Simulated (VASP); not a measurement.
A run of VASP 6.6.1:

Contents of INCAR:

```
  PREC = Accurate
  ENCUT = 520
  EDIFF = 1E-6
  ISMEAR = 1
  SIGMA = 0.01
  LREAL = False
  LASPH = True
  NELM = 80
  ALGO = Fast
  ISIF = 2
  LWAVE = False
  LCHARG = False
  GGA = PE
  NBANDS = 18
```

Contents of KPOINTS:

```
Automatic mesh
0
Gamma
  7 7 4
```

Contents of POSCAR:

```
Y
1.0
    2.9995470000      0.0000000000      0.0000000000
    1.4997740000     -3.0835100000      0.0000000000
    0.0000000000      0.0000000000     -5.2004050000
Y
2
Direct
    0.1050000000      0.7900000000      0.7500000000
    0.8950000000      0.2100000000      0.2500000000
```

Potentials or basis: VASP PAW PBE potentials, release 64 (Y_sv).

Command:

```console
$ cat potpaw_PBE.64/Y_sv/POTCAR > POTCAR
$ mpirun -np 1 vasp_std > vasp.out
```

Hardware: 1 thread of Intel(R) Xeon(R) Platinum 8488C (Sapphire Rapids), on a shared host.

Question: How long does it take, and how much memory?

Answer: It took 66 s on 1 thread of Intel(R) Xeon(R) Platinum 8488C (Sapphire Rapids), with other jobs on the host, peak memory 0.2 GiB. Counts: scf iterations 17, k points 48.
